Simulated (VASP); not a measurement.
# CdSe: convergence, relaxation of the cell

CdSe, P1 (no. 1), 4 atoms in the cell. PBE, relaxation of the cell; PAW potentials Cd, Se (PBE set). VASP 6.6.1.

Wanted: cell lengths a, b, c within 0.2 %; volume within 0.4 %.

The series start from Relaxations run in a row: 2; Cutoff ENCUT (eV): 400; Force threshold EDIFFG (eV/Å): -0.01; Relaxation method: conjugate gradient, POTIM 0.5; Precision mode: Accurate. Each series keeps the choices made before it, and each single choice may use up half of a tolerance. Times cover all steps of a run.

## Relaxations run in a row

| Relaxations run in a row | Cell lengths a, b, c, largest deviation against the largest value | Volume (Å³/atom) | Time (s) |
|---|---|---|---|
| 1 | 0 % | 29.68 | 62 |
| 2 | 0 % | 29.68 | 85 |
| 3 (reference) | 0 % | 29.68 | 87 |

Chosen: 1, the loosest value from which every tighter one stays within half of the tolerance.

## Cutoff ENCUT (eV)

| Cutoff ENCUT (eV) | Cell lengths a, b, c, largest deviation against the largest value | Volume (Å³/atom) | Time (s) |
|---|---|---|---|
| 250 | 1.7 % | 28.51 | 40 |
| 300 | 0.071 % | 29.93 | 49 |
| 350 | 0.26 % | 29.66 | 59 |
| 400 | 0.25 % | 29.68 | 62 |
| 450 | 0.069 % | 29.86 | 80 |
| 500 | 0.016 % | 29.94 | 94 |
| 550 (reference) | 0 % | 29.93 | 124 |

Chosen: 500.

## Force threshold EDIFFG (eV/Å)

| Force threshold EDIFFG (eV/Å) | Cell lengths a, b, c, largest deviation against the largest value | Volume (Å³/atom) | Time (s) |
|---|---|---|---|
| -0.05 | 0.4 % | 29.98 | 66 |
| -0.02 | 0.043 % | 29.92 | 74 |
| -0.01 | 0.06 % | 29.94 | 94 |
| -0.005 | 0.013 % | 29.93 | 172 |
| -0.002 (reference) | 0 % | 29.93 | 193 |

Chosen: -0.02.

## Relaxation method

| Relaxation method | Cell lengths a, b, c, largest deviation against the largest value | Volume (Å³/atom) | Time (s) |
|---|---|---|---|
| conjugate gradient, POTIM 0.5 | 0 % | 29.92 | 74 |
| conjugate gradient, POTIM 0.2 | 0.019 % | 29.94 | 89 |
| conjugate gradient, POTIM 1.0 | 0.021 % | 29.94 | 85 |
| quasi-Newton, POTIM 0.5 | 0.23 % | 29.93 | 67 |
| quasi-Newton, POTIM 0.5, at least 5 electronic steps | 0.23 % | 29.93 | 64 |
| velocity quench, POTIM 0.1 | 0.16 % | 29.98 | 133 |

Chosen: conjugate gradient, POTIM 0.5; no other choice that stays within half of the tolerance saves 30 % of the time.

## Precision mode

| Precision mode | Cell lengths a, b, c, largest deviation against the largest value | Volume (Å³/atom) | Time (s) |
|---|---|---|---|
| Accurate | 0 % | 29.92 | 74 |
| Normal | 0.0043 % | 29.93 | 46 |
| High | 0.051 % | 29.93 | 80 |

Chosen: Normal, the fastest of those that stay within half of the tolerance.

## All choices together

| Input | Cell lengths a, b, c, largest deviation against the largest value | Volume (Å³/atom) | Time (s) |
|---|---|---|---|
| EDIFF and PREC left to the program (naive) | 0.26 % | 29.71 | 62 |
| chosen settings | 0.067 % | 29.93 | 46 |
| reference settings throughout | 0 % | 29.92 | 313 |

The tolerance is met.

Values of the reference run: Cell lengths a, b, c: 4.393, 4.392, 7.163 Å.

## The input

INCAR.step1:
```
  ALGO = Normal
  EDIFF = 1E-7
  EDIFFG = -0.02
  ENCUT = 500
  IBRION = 2
  ISIF = 3
  ISMEAR = 0
  KPAR = 4
  LASPH = T
  LCHARG = F
  LREAL = F
  LWAVE = F
  NELM = 100
  NSW = 60
  POTIM = 0.5
  PREC = Normal
  SIGMA = 0.05
```

INCAR.step2, as INCAR.step1 but for:
```
- EDIFFG = -0.02
- IBRION = 2
- ISIF = 3
- NSW = 60
- POTIM = 0.5
+ ISIF = 2
+ NSW = 0
```

KPOINTS:
```
k-points
0
Gamma
  5 5 3
```

POSCAR.step1:
```
CdSe
1.0
    4.4025170000     -0.0126670000     -0.0054330000
   -2.2122290000      3.8445300000      0.0261240000
   -0.0088690000      0.0441270000      7.1889960000
Cd Se
2 2
Direct
    0.6729730000      0.3355430000      0.4995480000
    0.3267470000      0.6696550000      0.0001200000
    0.6647450000      0.3333050000      0.8847160000
    0.3355360000      0.6614970000      0.3856150000
```

POSCAR.step2:
```
CdSe
1.0
    4.3920819799     -0.0049543650      0.0004674482
   -2.2002944139      3.8051735718     -0.0018439694
    0.0005278800     -0.0020219837      7.1673777457
Cd Se
2 2
Direct
    0.6701036093      0.3320342506      0.5047236329
    0.3299258133      0.6675469807      0.0046014477
    0.6632645006      0.3346652598      0.8804378102
    0.3367070768      0.6657535089      0.3802361093
```

Commands (each step's output is kept before the next begins):
```
cat potpaw_PBE.64/Cd/POTCAR potpaw_PBE.64/Se/POTCAR > POTCAR
cp INCAR.step1 INCAR
cp POSCAR.step1 POSCAR
mpirun -np 4 vasp_std > vasp.out
cp CONTCAR POSCAR
cp INCAR.step2 INCAR
cp POSCAR.step2 POSCAR
mpirun -np 4 vasp_std > vasp.out
```

Limits: the start was distorted on purpose (volume up by 6 %, random strain, atoms moved at random), so the space group given is the start's and not the crystal's.

The chosen input took VASP 6.6.1 46 s on 4 cores (Intel Xeon 6975P-C (Granite Rapids)), a shared host.

## An input that fails: cell relaxed at a low cutoff

It runs to its end, but against the unchanged starting input it is off by 2 % in the cell lengths a, b, c, 6.1 % in the volume.

Changes against the starting input:
```
(all steps)
- PREC = Accurate
- ENCUT = 400
+ PREC = Low
+ ENCUT = 250
(POSCAR.step3)
-    4.3807206254     -0.0048550824     -0.0003354095
-   -2.1945332520      3.7962570783      0.0013946714
-   -0.0007486386      0.0031946333      7.1432934518
+    4.2857164589     -0.0089242287     -0.0017146327
+   -2.1505780274      3.7199083916      0.0105861966
+   -0.0029215945      0.0187117658      6.9998682270
-    0.6702030591      0.3319840575      0.5046653206
-    0.3297698857      0.6676996142      0.0045611083
-    0.6630851255      0.3345836816      0.8804675674
-    0.3369429296      0.6657326468      0.3803050037
+    0.6779115180      0.3271983817      0.5048763204
+    0.3216151236      0.6716278982      0.0048088760
+    0.6556597566      0.3383952037      0.8800952769
+    0.3448146018      0.6627785165      0.3802185266
```
